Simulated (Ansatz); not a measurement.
**KTaO3: all-electron results**

```
K Ta O
1.0
     3.98830    0.00000    0.00000
     0.00000    3.98830    0.00000
     0.00000    0.00000    3.98830
K Ta O
1 1 3
Direct
  0.50000 0.50000 0.50000
  0.00000 0.00000 0.00000
  0.50000 0.00000 0.00000
  0.00000 0.50000 0.00000
  0.00000 0.00000 0.50000
```

Atoms are numbered in the order listed.

The geometry is COD entry 2102087, unchecked; take it as a test cell.

No spin–orbit coupling, which matters for the heavy atoms here.

Levels of theory: DFT, PBE, all-electron LAPW, scalar-relativistic (Ansatz 0.2.0); DFT, PBE, PAW with Ansatz's default frozen-core files, scalar-relativistic (Ansatz 0.2.0); DFT, PBE, all-electron PAW with datasets made for the crystal, scalar-relativistic (Ansatz 0.2.0).

For LAPW: a Γ-centred 5×5×5 k mesh, Fermi–Dirac smearing of 0.01 eV, basis error target 0.5 meV/atom, no spin polarisation. PAW takes a cutoff of 420 eV at this cell. The crystal-made all-electron datasets (AE datasets) take a cutoff of 540 eV at this cell. The Ansatz runs share mesh, smearing and spin set-up. Values come from LAPW unless marked.

No spin–orbit coupling: at heavy atoms the gradients can be off by tens of per cent for that reason.

- Pressure at this cell: 5.49 GPa
- Band gap: 2.23 eV, indirect from R (0.5, 0.5, 0.5) to Γ
- Smallest direct gap on the path: 2.83 eV
- Löwdin charges (with 0.19 e of the cell spilling out of the atomic basis, so their sizes and signs hang on that basis): K1 0.81, Ta2 1.61, O3 -0.75 e
- Bader charges (from the PAW run): K1 +0.82, Ta2 +2.92, O3 -1.25 e
- Field gradients Vzz (crystal-made datasets): K1 0 (under 0.004), Ta2 0 (under 0.004), O3 2.09 (η = 0.00) in 10²¹ V/m²
- Volume per atom: 12.69 Å³
